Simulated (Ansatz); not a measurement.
A run of Ansatz 0.2.0:

The input input.yaml:

```yaml
crystal:
  lattice:
    - [0.0, 3.18, 3.18]
    - [3.18, 0.0, 3.18]
    - [3.18, 3.18, 0.0]
  atoms:
    - { symbol: Hg, position: [0.0, 0.0, 0.0] }
    - { symbol: Te, position: [0.5, 0.5, 0.5] }
hamiltonian:
  xc: r2scan
  pseudopotentials: { kind: paw, partial_waves: polarizable }
  dispersion: rvv10
kpoints:
  mp_grid: { grid: [7, 7, 7] }
scf:
  occupations: { method: methfessel_paxton, width: 0.05 }
  n_extra_bands: 6
output:
  forces: true
  stress: true
  eigenvalues: true
  dos: { projected: false, de: 0.05, nscf_kmesh: { grid: [11, 11, 11] } }
```

Potentials or basis: Ansatz PAW polarizable.

Launch:

```bash
$ ansatz run input.yaml --threads 1 --pin off --max-ram 2560MiB --backend cpu --events-out ev --progress --plain --runs-dir out
```

Hardware: 1 thread of Arm Neoverse V1 (shared host).

Problem. How long does it take, and how much memory?

Solution. Wall time 14 s on 1 thread of Arm Neoverse V1 (shared host), peak memory 0.69 GiB. Counts: scf iterations 6, plane waves 1639, k points 20, bands 24.
